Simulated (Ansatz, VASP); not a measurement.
**Mo in VASP and in Ansatz**

The input INCAR:

```
SYSTEM = Mo
PREC     = Accurate       ! precision mode
ENCUT    = 520            ! plane-wave cutoff, eV
EDIFF    = 1E-6           ! SCF threshold, eV
ISMEAR   = 0              ! smearing method
SIGMA    = 0.1            ! smearing width, eV
LREAL    = .False.        ! projectors in reciprocal space
LASPH    = .True.         ! aspherical terms in the spheres
NELM     = 80             ! most SCF steps
ALGO     = Fast           ! electronic algorithm
ISIF     = 2              ! what is computed and relaxed
LWAVE    = .False.        ! write WAVECAR
LCHARG   = .False.        ! write CHGCAR
GGA      = PS             ! functional
NBANDS   = 13             ! bands
```

Contents of KPOINTS:

```
regular mesh
0
Gamma
  16 16 16
  0 0 0
```

The input POSCAR:

```
Mo
1.0
    0.0000000000      2.0150000000      2.0150000000
    2.0150000000      0.0000000000      2.0150000000
    2.0150000000      2.0150000000      0.0000000000
Mo
1
Direct
    0.0558312655     -0.0558312655      0.0558312655
```

Input for Ansatz:

```yaml
crystal:
  lattice:
    - [0.0, 2.015, 2.015]
    - [2.015, 0.0, 2.015]
    - [2.015, 2.015, 0.0]
  atoms:
    - { symbol: Mo, position: [0.0558312655, -0.0558312655, 0.0558312655] }
basis:
  ecutwfc: 420
kpoints:
  mp_grid: { grid: [16, 16, 16] }
hamiltonian:
  xc: pbesol
scf:
  occupations: { method: gaussian, width: 0.1 }
output:
  forces: true
  stress: true
  eigenvalues: true
```

Change from the starting cell: one atom moved.

Alike in both runs: task single point; functional PBEsol; k mesh 16 × 16 × 16; occupations gaussian, width 0.1 eV; no spin polarisation.

|  | VASP | Ansatz |
| --- | --- | --- |
| version | VASP 6.6.1 | Ansatz 0.2.0 |
| potentials or method | VASP PAW PBE potentials, release 64 (Mo_sv) | scalar-relativistic, plane waves, PAW |
| plane-wave cutoff (eV) | 520 | 420 |
| valence electrons in the cell | 14 | 14 |

VASP gave:

```
gap on the k mesh at the Fermi level (eV) : none
pressure (GPa)                            : -11.5
```

Question: Estimate Ansatz's values.

Answer: gap on the k mesh at the Fermi level (eV): none; pressure (GPa): -11.9.

A gap of «none» marks a metal or a gap that the smearing closes. With one functional, cell and mesh, what is left measures potentials, basis and numerics.

Caveats: the PAW data sets were made with another functional, which shifts forces and pressure a little (VASP).
